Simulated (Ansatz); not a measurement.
# Nickel, hcp under LDA: ground state and equation of state, part 1 of 3

Aim: take nickel in the hcp structure, relax it, solve it on a dense k-mesh, switch on spin-orbit coupling, then scale the cell to 7 volumes from 88 to 112 % of the relaxed one and try a fit of the equation of state. The start is ferromagnetic. The k-meshes are 14×14×8 for the relaxation; 24×24×13 for the dense run; 15×15×8 for spin-orbit coupling; 17×17×9 for the volumes.

This is Ni in the hcp structure; at room conditions it is fcc.

Program: Ansatz 0.2.0. Level of theory: DFT LDA (PW92), plane waves (420 eV) with PAW, scalar-relativistic; PBE-made PAW files. These are calculated values, not measurements.

## (1) The structure to begin with

Symmetry: P6_3/mmc, No. 194, hexagonal system. The conventional cell has a = 2.492 Å, b = 2.492 Å, c = 4.069 Å, α = 90.00°, β = 90.00°, γ = 120.00°. Around Ni (site symmetry -6m2) lie 12 Ni at 2.49 Å.

As a file:

```
Ni
1.0
     2.49176    0.00000    0.00000
    -1.24588    2.15792    0.00000
     0.00000    0.00000    4.06904
Ni
2
Cartesian
  0.0000 1.4386 1.0173
  1.2459 0.7193 3.0518
```

The atoms start with moments of +0.8 ×2 μB.

## (2) Relaxation of the cell

input.yaml reads:

```yaml
crystal:
  lattice:
    - [2.491755966, 0.0, 0.0]
    - [-1.245877983, 2.1579239666, 0.0]
    - [0.0, 0.0, 4.0690374925]
  atoms:
    - { symbol: Ni, position: [0.3333333333, 0.6666666667, 0.25], spin: 0.8 }
    - { symbol: Ni, position: [0.6666666667, 0.3333333333, 0.75], spin: 0.8 }
hamiltonian:
  xc: lda
  pseudopotentials:
    kind: paw
    azcp:
      Ni: "pseudopotentials/Ni.paw.azcp"
basis:
  ecutwfc: 420
  fft_grid_basis: typed
kpoints:
  mp_grid: { grid: [14, 14, 8], shift: [0, 0, 0] }
magnetization:
  spin_polarized: true
scf:
  occupations: { method: fermi_dirac, width: 0.05 }
relax:
  max_steps: 60
  f_tol: 0.01
  cell: {}
```

Command:

```console
$ ansatz run input.yaml --threads 2 --pin off --max-ram 5120MiB --backend cpu --events-out ev --progress --plain --runs-dir out
```

The log of the run:

```text
Warning: <dir> the record states the generating functional pbe (its physics header spells it `PBE`), which answers neither for hamiltonian.xc's functional nor for the lda family's — results may be inconsistent (PPs are generated against a specific XC)
Warning: RAYON_NUM_THREADS=2 ignored (pool sized by the plan → 2); use --threads N
Engine: ansatz 0.2.0, x86_64-unknown-linux-gnu
Pseudopotentials: kind: paw
Pseudopotential: Ni, paw, valence charge 18, recommended cutoff 420 eV (normal), <dir>
Functional definition: SPW92
  exchange = slater_x
  correlation = pw_c
Crystal: 2 atoms, lattice volume = 21.879 Å³
Basis set: ecut = 420 eV, 403 PW (Γ)
Bands: 23, of which v1, the nominal top of the filled ones, is band 18 counted from 1 (17 counted from 0)
Symmetry: 24 space group operations
Space group: P63/mmc (ITA 194), of the structure as read, at distance tolerance 2.8e-5 Å
Magnetic group: BNS 194.263 (UNI 1493), of the structure as read, at distance tolerance 2.8e-5 Å
k-points: 120 of 1568
Non-local potential: Ni, projectors of the file, l = 0: 3, l = 1: 2, l = 2: 3, l = 3: 1
PAW form: soft (Blöchl's): semilocal exchange-correlation on the pseudo side does not see the compensation charge
PAW frozen core: Ni, regenerated for the run's functional, and the local potential with it (the file was generated under x = pbe(κ = 0.804, μ = 0.2195149727645171), c = pbe(β = 0.06672455060314922))
PAW one-centre angular grid: Ni, 590 points (default); XC on 64 Gauss nodes
Initial density: superposition of atomic densities (chi_scale 0.1, normalization cell)
Starting moments: Σ|m| = 1.6 μB on 2 of 2 sites
Initial wavefunctions: pseudopotential atomic-orbital guess
Functional: x = slater, c = lda
SCF iter   1: F=—  HF=-11545.202034 eV  |F-HF|=—  |Δ(HF+E_count)|=         —  Δρ=7.75e-2 (↑3.11e-2 ↓7.75e-2)  dr2=1.53e0  dr2_m=1.10e-1  M=1.639 μB ∫|m|=1.709 μB  β_m=0.30  ethr=3.10e-3  ⟨swp⟩=5.2  Hψ=20513  notcnv=0
Mixer restart at iter 1: flushing history
preconditioner: auto → none  [metal: Δε(μ)=0.007 eV  Ē_g=9.365 eV  σ=0.050 eV  W_gap=0.04  n_scr=8 (ndim 8)  ℏωp=35.5 eV  f_vac=0.000  D(μ)=3.78/eV (n_scr^D=66)  sad-step TF]
SCF iter   2: F=—  HF=-11544.844478 eV  |F-HF|=—  |Δ(HF+E_count)|=   3.58e-1  Δρ=2.02e-2 (↑2.02e-2 ↓1.13e-2)  dr2=1.85e-2  dr2_m=3.88e-2  M=1.567 μB ∫|m|=1.663 μB  β_m=0.30  ethr=3.10e-3  ⟨swp⟩=2.4  Hψ=10165  notcnv=0  defer=36
SCF iter   3: F=—  HF=-11545.442511 eV  |F-HF|=—  |Δ(HF+E_count)|=         —  Δρ=1.85e-2 (↑1.85e-2 ↓5.17e-3)  dr2=4.37e-2  dr2_m=1.18e-2  M=1.529 μB ∫|m|=1.632 μB  β_m=0.30  ethr=5.13e-5  ⟨swp⟩=2.1  Hψ=9648  notcnv=0  defer=36
Mixer restart at iter 3: flushing history
SCF iter   4: F=—  HF=-11545.898726 eV  |F-HF|=—  |Δ(HF+E_count)|=   4.56e-1  Δρ=9.85e-3 (↑9.85e-3 ↓4.41e-3)  dr2=1.82e-2  dr2_m=2.64e-3  M=1.494 μB ∫|m|=1.605 μB  β_m=0.52  ethr=5.13e-5  ⟨swp⟩=2.1  Hψ=10466  notcnv=0  defer=36
SCF iter   5: F=—  HF=-11546.486429 eV  |F-HF|=—  |Δ(HF+E_count)|=   5.88e-1  Δρ=1.67e-2 (↑4.54e-3 ↓1.67e-2)  dr2=5.35e-2  dr2_m=9.88e-3  M=1.382 μB ∫|m|=1.503 μB  β_m=0.37  ethr=5.05e-5  ⟨swp⟩=2.2  Hψ=10527  notcnv=0  defer=36
SCF iter   6: F=-11546.592393 eV  HF=-11546.612965 eV  |F-HF|=2.06e-2  |Δ(HF+E_count)|=   1.27e-1  Δρ=1.11e-2 (↑1.11e-2 ↓1.83e-3)  dr2=1.40e-2  dr2_m=6.08e-3  M=1.325 μB ∫|m|=1.452 μB  β_m=0.58  ethr=5.05e-5  ⟨swp⟩=2.3  Hψ=11749  notcnv=0  defer=39
SCF iter   7: F=-11546.600426 eV  HF=-11546.573716 eV  |F-HF|=2.67e-2  |Δ(HF+E_count)|=   3.92e-2  Δρ=9.49e-3 (↑3.33e-3 ↓9.49e-3)  dr2=1.87e-2  dr2_m=2.44e-3  M=1.326 μB ∫|m|=1.448 μB  β_m=0.75  ethr=3.89e-5  ⟨swp⟩=2.0  Hψ=11789  notcnv=0  defer=59
SCF iter   8: F=-11546.610640 eV  HF=-11546.608629 eV  |F-HF|=2.01e-3  |Δ(HF+E_count)|=   3.49e-2  Δρ=4.64e-3 (↑9.72e-4 ↓4.64e-3)  dr2=2.13e-3  dr2_m=1.38e-3  M=1.269 μB ∫|m|=1.394 μB  β_m=0.80  ethr=3.89e-5  ⟨swp⟩=2.0  Hψ=9364  notcnv=0  defer=59
SCF iter   9: F=-11546.611754 eV  HF=-11546.611973 eV  |F-HF|=2.19e-4  |Δ(HF+E_count)|=   3.34e-3  Δρ=1.58e-3 (↑2.96e-4 ↓1.58e-3)  dr2=2.62e-4  dr2_m=1.58e-4  M=1.237 μB ∫|m|=1.362 μB  β_m=0.74  ethr=5.91e-6  ⟨swp⟩=2.1  Hψ=9965  notcnv=0  defer=54
SCF iter  10: F=-11546.611907 eV  HF=-11546.611922 eV  |F-HF|=1.47e-5  |Δ(HF+E_count)|=   5.14e-5  Δρ=2.51e-4 (↑1.17e-4 ↓2.51e-4)  dr2=1.65e-5  dr2_m=1.05e-6  M=1.238 μB ∫|m|=1.363 μB  β_m=0.77  ethr=7.27e-7  ⟨swp⟩=1.6  Hψ=6455  notcnv=0  defer=54
SCF iter  11: F=-11546.611917 eV  HF=-11546.611918 eV  |F-HF|=1.56e-6  |Δ(HF+E_count)|=   3.44e-6  Δρ=7.70e-5 (↑5.01e-5 ↓7.70e-5)  dr2=2.02e-6  dr2_m=4.44e-8  M=1.238 μB ∫|m|=1.363 μB  β_m=0.87  ethr=4.57e-8  ⟨swp⟩=1.5  Hψ=6326  notcnv=0  defer=53
SCF iter  12: F=-11546.611918 eV  HF=-11546.611918 eV  |F-HF|=6.28e-8  |Δ(HF+E_count)|=   2.93e-7  Δρ=2.94e-5 (↑4.26e-6 ↓2.94e-5)  dr2=1.21e-7  dr2_m=4.36e-8  M=1.238 μB ∫|m|=1.363 μB  β_m=0.88  ethr=5.61e-9  ⟨swp⟩=2.5  Hψ=7577  notcnv=0  defer=53
SCF iter  13: F=-11546.611918 eV  HF=-11546.611918 eV  |F-HF|=2.91e-10  |Δ(HF+E_count)|=   1.28e-9  Δρ=2.50e-6 (↑6.47e-7 ↓2.50e-6)  dr2=9.78e-10  dr2_m=2.36e-10  M=1.238 μB ∫|m|=1.363 μB  β_m=0.94  ethr=3.35e-10  ⟨swp⟩=2.0  Hψ=7825  notcnv=0  defer=53
SCF iter  14: F=-11546.611918 eV  HF=-11546.611918 eV  |F-HF|=2.91e-11  |Δ(HF+E_count)|=  4.07e-10  Δρ=3.89e-7 (↑1.54e-7 ↓3.89e-7)  dr2=2.42e-11  dr2_m=3.98e-12  M=1.238 μB ∫|m|=1.363 μB  ethr=2.72e-12  ⟨swp⟩=1.5  Hψ=16136  notcnv=0
at 1 of the mixer's solves, the last at iteration 5, it left a direction of its history that read negative out of its fit and stepped the other way along it
SCF 1 converged in 14 iterations: F = -11546.611918 eV  dr2 = 2.42e-11
relax step   1: F+E_penalty+E_count = -11546.61191789 eV  Δ(F+E_penalty+E_count) = +0.000e0 eV  max|allowed force component| = 1.850e-17 eV/Å  Δτ_max = 0.0000 Å  P = -17.244 GPa  Ω = 21.879 Å³  (14 SCF iters, dr2 threshold 1.00e-7 eV, accepted)
[... 22 lines left out ...]
relax step   2: F+E_penalty+E_count = -11546.69215573 eV  Δ(F+E_penalty+E_count) = -8.024e-2 eV  max|allowed force component| = 1.850e-17 eV/Å  Δτ_max = 0.0000 Å  P = -9.119 GPa  Ω = 20.927 Å³  energy of the carried Pulay correction = +6.496e-4 eV  (12 SCF iters, dr2 threshold 2.00e-7 eV, accepted)
[... 13 lines left out ...]
relax step   3: F+E_penalty+E_count = -11546.71645826 eV  Δ(F+E_penalty+E_count) = -2.430e-2 eV  max|allowed force component| = 1.850e-17 eV/Å  Δτ_max = 0.0000 Å  P = +2.004 GPa  Ω = 19.950 Å³  energy of the carried Pulay correction = +1.347e-3 eV  (8 SCF iters, dr2 threshold 2.00e-7 eV, accepted)
[... 14 lines left out ...]
relax step   4: F+E_penalty+E_count = -11546.71729675 eV  Δ(F+E_penalty+E_count) = -8.385e-4 eV  max|allowed force component| = 8.327e-17 eV/Å  Δτ_max = 0.0000 Å  P = -0.153 GPa  Ω = 20.118 Å³  energy of the carried Pulay correction = +1.225e-3 eV  (9 SCF iters, dr2 threshold 2.00e-7 eV, accepted)
[... 10 lines left out ...]
relax step   5: F+E_penalty+E_count = -11546.71731602 eV  Δ(F+E_penalty+E_count) = -1.927e-5 eV  max|allowed force component| = 1.850e-17 eV/Å  Δτ_max = 0.0000 Å  P = +0.001 GPa  Ω = 20.106 Å³  energy of the carried Pulay correction = +1.234e-3 eV  (6 SCF iters, dr2 threshold 1.09e-7 eV, accepted)
[... 14 lines left out ...]
relax step   6: F+E_penalty+E_count = -11546.71628668 eV  Δ(F+E_penalty+E_count) = +1.029e-3 eV  max|allowed force component| = 1.850e-17 eV/Å  Δτ_max = 0.0000 Å  P = -0.020 GPa  Ω = 20.106 Å³  stress off target by 2.12e-2 GPa  SCF on the basis re-selected at this cell (its energy is not comparable with the rows above)  (10 SCF iters)
basis re-selected at this cell: Δ(F+E_penalty+E_count) = +1.029e-3 eV, ΔP = -0.021 GPa vs the last step (what re-selecting the basis moved, of the pressure what is left beyond the Pulay correction that the steps carried, after the strain that the cell walked since its last selection, with what the two solves' SCF thresholds leave and, on support functions, any second-order correction that the steps lacked; it is no measure of the basis error at this ecutwfc). The dense FFT grid was sized anew with the basis: this SCF ran on 18×18×27 points, the steps before it on 18×18×30, so part of this shift can come from that change (see relax.cell in the input reference). This SCF's stress stands 2.12e-2 GPa from its target on what of the cell is left free (relax.cell.stress_tol is 5.00e-2 GPa) and its largest allowed force component is 1.85e-17 eV/Å (relax.f_tol is 1.00e-2 eV/Å): within both
SCF converged after 10 iterations
Magnetization: 1.1172 μB (18.5586 up, 17.4414 down)
Absolute magnetization: 1.2321 μB (∫|ρ↑−ρ↓|, with the PAW one-centre terms)
Spin contamination: 0.0068 ħ² per cell (⟨S²⟩ above its minimum at these occupations)
Per-site moments (μB) at R_I (Å): [(0.5838492296834703, 0.9971726242977851), (0.5838492296834709, 0.9971726242977851)]
Free energy (F): -11546.716287 eV
Harris-Foulkes:  -11546.716287 eV  (|F-HF|=7.28e-12)
Internal energy: -11546.682829 eV  (E = F + TS)
E sigma→0 (E₀):  -11546.699558 eV
Entropy (-TS):   -0.033458 eV (-16.729 meV/atom)
Fermi energy:    19.602925 eV
--- Per-component energies (eV) ---
  E_band       = -514.827202
  E_kinetic    = 569.071205
  E_local      = -6616.823192  (includes V_loc(G=0)·N_el)
  E_nonlocal   = 1276.030984
  E_hartree    = 2763.029799
  E_xc         = -170.807172
  E_vxc        = -221.145234  (∫ρ·V_xc dr)
  E_paw        = -3124.636611  (= ΣΔE_a)
  E_vpaw       = -1048.022019  (= ΣTr[D̂ρ^β])
  E_aug_tail   = 0.001144  (compensation charges beyond the density's cutoff)
  E_ewald      = -6243.417228
  E_core_change = 0.868241  (= ΣΔE_core)
  E_smearing   = -0.033458  (= −TS)
  E_closure    = -0.000000  (closes the sum)
  Σ components = -11546.716287   (vs F -11546.716287, Δ=0.00e0)
--- Forces (eV/Å), atoms counted from 1 ---
  atom   1  Ni     0.00000000     0.00000000     0.00000000
  atom   2  Ni     0.00000000    -0.00000000     0.00000000
  max |Σ_I F_I| component: 4.63e-18 eV/Å
--- Stress (GPa, compression-positive) ---
       -0.021197       0.000000       0.000000
        0.000000      -0.021197       0.000000
        0.000000       0.000000      -0.018456
  P = ⅓ Tr σ = -0.0203 GPa (-0.203 kbar)
--- Relaxed structure (5 steps of the walk, 5 accepted, 1 SCFs on fresh bases) ---
  F+E_penalty+E_count = -11546.71628668 eV   max|allowed force component| = 1.850e-17 eV/Å   (the final SCF, on the basis selected at the relaxed cell)
  cell:  # Å, volume = 20.1056 Å³
    - [2.417388180115843, 8.936490227657463e-37, 0.0]
    - [-1.2086940900579215, 2.093519574788552, 0.0]
    - [0.0, 0.0, 3.9727704061839666]
  atoms:
    - { symbol: Ni, position: [0.33333333333333337, 0.6666666666666667, 0.25] }
    - { symbol: Ni, position: [0.6666666666666667, 0.33333333333333337, 0.75] }
```

It took 19 s on 2 threads of Intel Xeon 6975P-C (Granite Rapids), shared host; peak memory 0.4 GiB.

The walk, from the log:

```tsv
step	energy change (meV/atom)	largest force (eV/Å)	pressure (GPa)	volume (Å³/atom)
1	0.00	0.0000	-17.24	10.940
2	-40.12	0.0000	-9.12	10.464
3	-52.27	0.0000	2.00	9.975
4	-52.69	0.0000	-0.15	10.059
5	-52.70	0.0000	0.00	10.053
6	-52.18	0.0000	-0.02	10.053
```

Steps that repeat a cell are solved on a basis chosen anew, so their changes of energy are no gain of the relaxation.

Changes in the cell that was computed:

|  | before | after | change |
| --- | --- | --- | --- |
| a (Å) | 2.492 | 2.417 | -3.0 % |
| b (Å) | 2.492 | 2.417 | -3.0 % |
| c (Å) | 4.069 | 3.973 | -2.4 % |
| volume (Å³/atom) | 10.940 | 10.053 | -8.1 % |
| shortest distance (Å) | 2.492 | 2.417 | -3.0 % |
| space group (spins left aside) | P6_3/mmc | P6_3/mmc | same |

## (3) Single point on a dense mesh

input.yaml reads:

```yaml
crystal:
  lattice:
    - [2.4173881801, 0.0, 0.0]
    - [-1.2086940901, 2.0935195748, 0.0]
    - [0.0, 0.0, 3.9727704062]
  atoms:
    - { symbol: Ni, position: [0.3333333333, 0.6666666667, 0.25], spin: 0.584 }
    - { symbol: Ni, position: [0.6666666667, 0.3333333333, 0.75], spin: 0.584 }
hamiltonian:
  xc: lda
  pseudopotentials:
    kind: paw
    azcp:
      Ni: "pseudopotentials/Ni.paw.azcp"
basis:
  ecutwfc: 420
  fft_grid_basis: typed
kpoints:
  mp_grid: { grid: [24, 24, 13], shift: [0, 0, 0] }
magnetization:
  spin_polarized: true
scf:
  occupations: { method: fermi_dirac, width: 0.05 }
```

Command:

```console
$ ansatz run input.yaml --threads 2 --pin off --max-ram 5120MiB --backend cpu --events-out ev --progress --plain --runs-dir out
```

The log of the run (excerpt; [...] marks lines left out):

```text
Warning: <dir> the record states the generating functional pbe (its physics header spells it `PBE`), which answers neither for hamiltonian.xc's functional nor for the lda family's — results may be inconsistent (PPs are generated against a specific XC)
Warning: RAYON_NUM_THREADS=2 ignored (pool sized by the plan → 2); use --threads N
[...]
[... 3 set-up lines as earlier in the session ...]
[...]
Crystal: 2 atoms, lattice volume = 20.106 Å³
Basis set: ecut = 420 eV, 379 PW (Γ)
[...]
SCF converged after 11 iterations
Magnetization: 1.2078 μB (18.6039 up, 17.3961 down)
Absolute magnetization: 1.3218 μB (∫|ρ↑−ρ↓|, with the PAW one-centre terms)
Spin contamination: 0.0075 ħ² per cell (⟨S²⟩ above its minimum at these occupations)
Per-site moments (μB) at R_I (Å): [(0.6291766084513647, 0.9971726242972442), (0.6291766084513644, 0.9971726242972442)]
Free energy (F): -11546.719342 eV
[...]
E sigma→0 (E₀):  -11546.702879 eV
Entropy (-TS):   -0.032926 eV (-16.463 meV/atom)
Fermi energy:    19.611243 eV
[...]
```

Run time: 10 s. Hardware: 2 threads of Intel Xeon 6975P-C (Granite Rapids), shared host; peak memory 0.57 GiB.

(Continued in part 2 of 3.)
